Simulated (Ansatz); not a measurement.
## Al: equation of state with HSE06

The system is Al.

```
Al
1.0
     2.81246    0.00000    0.00000
    -1.40623    2.43566    0.00000
     0.00000    0.00000    4.86685
Al
2
Cartesian
  0.0000 1.6238 1.2167
  1.4062 0.8119 3.6501
```

This isn't the form of Al at room conditions, which is fcc.

| Quantity | Value |
| --- | --- |
| Program | Ansatz 0.2.0 |
| Task | equation of state |
| Functional | HSE06 |
| Potentials or basis | Ansatz PAW |
| Cutoff | 420 eV |
| Density cutoff | 1680 eV |
| k mesh | 6 × 6 × 4 |
| Occupations | fermi-dirac, width 0.05 eV |
| Spin | no spin polarisation |

```yaml
Equilibrium_volume: 16.67 Å³/atom
Bulk_modulus_at_fixed_shape_and_positions: 75 GPa
Pressure_derivative_of_the_bulk_modulus: 3.9
```

Energy against volume, from the lowest point:
| volume (Å³/atom) | energy (meV/atom) |
| --- | --- |
| 15.669 | 15.49 |
| 16.003 | 6.61 |
| 16.336 | 1.60 |
| 16.669 | 0.00 |
| 17.003 | 1.56 |
| 17.336 | 5.95 |
| 17.670 | 12.94 |

All runs of the series together: 79 s on 2 threads of AMD EPYC 7R13 Processor (Zen 3), with other jobs on the host.

Caveat: the k mesh is coarse (spacing up to 0.43 Å⁻¹), so the values aren't converged, least of all with exact exchange; the cell was scaled at fixed shape and fractional positions, which overstates the stiffness of a crystal with free parameters, most of all of layers and chains; the PAW data sets were made with another functional, which shifts forces and pressure a little.
